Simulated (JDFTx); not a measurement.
Crystal: Pd.

```xyz
1
Lattice="0.0000 1.9465 1.9465 1.9465 0.0000 1.9465 1.9465 1.9465 0.0000" Properties=species:S:1:pos:R:3 pbc="T T T"
Pd    0.0000    0.0000    0.0000
```

* Program: JDFTx 1.7.0 (patched build)
* Task: relaxation of cell and atoms
* Functional: PBE
* Potentials or basis: PseudoDojo-SR-PBE-0.5-standard with smoothed tails
* Cutoff: 1116 eV
* Density cutoff: 4463 eV
* k mesh: 12 × 12 × 12
* Occupations: fermi-dirac, width 0.05 eV
* Spin: no spin polarisation

At the start: pressure 6.8 GPa; volume 14.75 Å³/atom.

Q: Where does the relaxation end?

A: Over 6 steps the energy falls by 11.1 meV/atom and the volume is 15.29 Å³/atom (+3.7 %); space group Fm-3m (No. 225, to 0.05 Å).

The path:
```tsv
step	energy change (eV)	largest force (eV/Å)	pressure (GPa)	volume (Å³)
1	0.0000	0.0000	6.79	14.75
2	-0.0052	0.0000	4.88	14.89
3	-0.0110	0.0000	0.37	15.26
4	-0.0111	0.0000	0.04	15.29
5	-0.0111	0.0000	0.00	15.29
6	-0.0111	0.0000	0.00	15.29
```

Final structure:
```xyz
1
Lattice="0.0000 1.9699 1.9699 1.9699 0.0000 1.9699 1.9699 1.9699 0.0000" Properties=species:S:1:pos:R:3 pbc="T T T"
Pd    0.0000    0.0000    0.0000
```

Caveat: this set's palladium file may shift the pressure by some GPa.
